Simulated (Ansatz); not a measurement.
# InPd: single point with PBE

InPd:

```xyz
2
Lattice="3.2719 0.0000 0.0000 0.0000 3.2719 0.0000 0.0000 0.0000 3.2719" Properties=species:S:1:pos:R:3 pbc="T T T"
In    0.0000    0.0000    0.0000
Pd    1.6359    1.6359    1.6359
```

The cell comes from a database or a generator and needn't be the stable form of this composition.

```json
{
 "Program": "Ansatz 0.2.0",
 "Task": "single point",
 "Functional": "PBE",
 "Potentials or basis": "all-electron LAPW, scalar-relativistic",
 "Cutoff": "250 eV (chosen from the basis error)",
 "Basis error allowed": "0.001 eV/atom",
 "k mesh": "8 × 8 × 8",
 "Occupations": "fermi-dirac, width 0.05 eV",
 "Spin": "no spin polarisation"
}
```

```json
{
 "Pressure": "3.6 GPa",
 "Band gap on the k mesh": "none (metal or under the smearing width)",
 "Loewdin charges": "In -0.52; Pd +0.59 e"
}
```

Levels at points of the mesh, in eV from the Fermi level:
```tsv
k point	band 22	band 23	band 24	band 25	band 26	band 27	band 28	band 29
(0.00, 0.00, 0.00)	-2.19	-2.19	-2.19	4.31	4.31	4.31	9.53	10.65
(0.00, 0.00, -0.50)	-3.17	-3.17	-2.26	-1.03	9.64	9.64	9.96	10.81
(0.00, -0.50, -0.50)	-2.60	-2.23	-2.23	-1.61	1.54	2.56	9.56	11.40
(-0.50, -0.50, -0.50)	-1.57	-1.57	0.01	3.88	3.88	3.88	4.48	4.48
```

Run time: 22 s on 1 thread of Intel(R) Xeon(R) Processor @ 2.50GHz (Skylake/Cascade Lake) (shared host), peak memory 0.36 GiB.
